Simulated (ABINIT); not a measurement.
Si2W:

```
W Si
1.0
    -1.60690    1.60690    3.91495
     1.60690   -1.60690    3.91495
     1.60690    1.60690   -3.91495
W Si
1 2
Direct
  0.00000 0.00000 0.00000
  0.66530 0.66530 0.00000
  0.33470 0.33470 0.00000
```

Base run:

| Item | Value |
| --- | --- |
| Program | ABINIT 10.8.3 (patched build) |
| Functional | PBE |
| Potentials or basis | PseudoDojo NC SR PBE v0.4.1 standard |
| Cutoff | 816 eV |
| k mesh | 9 × 9 × 9 |
| Occupations | fermi-dirac, width 0.05 eV |
| Spin | no spin polarisation |

Its results: band gap on the k mesh none (metal or under the smearing width); pressure 3.2 GPa; largest force 0.045 eV/Å.

Problem. The run is repeated on the same cell with these changes: potentials or basis from PseudoDojo NC SR PBE v0.4.1 standard to Ansatz PAW PBE default generated set, frozen core; cutoff from 816 eV to 327 eV; spin from no spin polarisation to spin-orbit coupling, no magnetisation. What comes out?

Solution. Band gap on the k mesh none (metal or under the smearing width); pressure 2.7 GPa; largest force 0.048 eV/Å.

Not every run made on this cell is shown here.
